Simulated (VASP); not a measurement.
**Al: relaxation of cell and atoms with PBEsol**

Crystal: Al.

```
CELL_PARAMETERS angstrom
0.00000 2.00782 2.00782
2.00782 0.00000 2.00782
2.00782 2.00782 0.00000
ATOMIC_POSITIONS crystal
Al 0.00000 0.00000 0.00000
```

| Item | Value |
| --- | --- |
| Program | VASP 6.6.1 |
| Task | relaxation of cell and atoms |
| Functional | PBEsol |
| Potentials or basis | VASP PAW PBE potentials, release 64 (Al) |
| Cutoff | 600 eV |
| k mesh | 16 × 16 × 16 |
| Occupations | methfessel-paxton, width 0.1 eV |
| Spin | no spin polarisation |
| Further INCAR settings | ALGO = Normal; EDIFF = 1e-07; IBRION = 2; EDIFFG = -0.005; NSW = 90; ISIF = 3 |

The pressure after relaxing is 0.0 GPa and the band gap on the k mesh is none (metal or under the smearing width).

Final structure:
```xyz
1
Lattice="0.0000 2.0078 2.0078 2.0078 0.0000 2.0078 2.0078 2.0078 0.0000" Properties=species:S:1:pos:R:3 pbc="T T T"
Al    0.0000    0.0000    0.0000
```

Levels at points of the mesh, in eV from the Fermi level:
```csv
k point,band 1,band 2,band 3,band 4,band 5
"(0.00, 0.00, 0.00)",-11.30,12.67,12.67,12.67,14.30
"(0.50, 0.00, 0.00)",-4.70,-4.44,11.49,11.49,11.57
"(0.50, 0.50, 0.00)",-3.00,-1.65,5.22,5.64,5.64
```

Wall time 2.9 s on 2 MPI ranks on Intel(R) Xeon(R) 6975P-C (Granite Rapids) (shared host), peak memory 0.12 GiB a rank.

Caveat: the relaxation stopped at its first step, so nothing moved; the PAW data sets were made with another functional, which shifts forces and pressure a little.
